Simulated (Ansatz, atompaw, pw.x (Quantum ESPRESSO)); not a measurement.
# aluminium: one change to the PAW (atompaw) potential, in the atom and in the bcc crystal

aluminium (Al), PAW, made with atompaw 4.2.0.5 (PBE, scalar-relativistic). Core [Ne], reference 3s2 3p1. Waves: 3s (bound): rc 2.55 bohr; 3s channel at 0.3 Ry: rc 2.55 bohr; 3p (bound): rc 2.55 bohr; 3p channel at 0.15 Ry: rc 2.55 bohr; 3d channel at -0.05 Ry: rc 2.55 bohr; 3d channel at 2.4 Ry: rc 2.30 bohr. Local part: ultrasoft scheme with l = 3 at 1 Ry, radius 2.15 bohr. Core correction: smooth core density matched at 1.45 bohr. Augmentation charge: sinc compensation charge, radius 2.05 bohr; PAW radius 2.55 bohr; waves and projectors: custom rrkj vanderbiltortho.

Change: wave 3d channel at -0.05 Ry: rc 2.55 bohr becomes 3d channel at -0.05 Ry: rc 1.70 bohr.

Cutoffs, loose and tight: the cutoffs (Ry, on a coarse ladder) from which the occupation-weighted sum of valence levels, in a spherical-Bessel basis at the reference potential, stays within 10 and 1 mRy of its value at 400 Ry. They see the waves and projectors alone, not the compensation charge or the core.

Crystal test: bcc Al in pw.x 7.5, no spin, 14³ k-points, Fermi–Dirac smearing 0.01 Ry, cutoffs set for each file from its atomic test. The reference is all-electron LAPW (Ansatz 0.2.0) with the same functional, mesh and smearing; V0 and B0 come from Birch–Murnaghan fits to the pressures at five volumes. Errors are pseudo minus all-electron; Δ is the rms difference of the E(V) curves that follow from these fits, minima aligned, over ±6 % about the mean V0. Mesh and smearing are coarse, so the numbers serve the comparison and aren't converged zero-temperature values; the lattice is a test structure that the element need not adopt.

All-electron: a0 = 3.237 Å (V0 = 16.96 Å³/atom), B0 = 68.4 GPa.

Problem. Does the change bring the crystal closer to the all-electron result?

Solution. The mean pressure error goes from +0.08 to +0.03 GPa, so the change moves the solid closer to the all-electron pressures.

| quantity | base | changed |
| --- | --- | --- |
| outcome (atom) | generated | generated |
| cutoff, loose (atom) | 6 Ry | 6 Ry |
| cutoff, tight (atom) | 8 Ry | 8 Ry |
| bound ghosts (atom) | none | none |
| cutoffs in pw.x (Ry) | 40/400 | 40/400 |
| a0 (Å) | 3.238 | 3.238 |
| a0 error (%) | +0.04 | +0.01 |
| B0 error (%) | +0.4 | +0.6 |
| Δ (meV/atom) | 0.3 | 0.1 |
| mean pressure error (GPa) | +0.08 | +0.03 |

 The atomic cutoffs weigh occupied waves only.
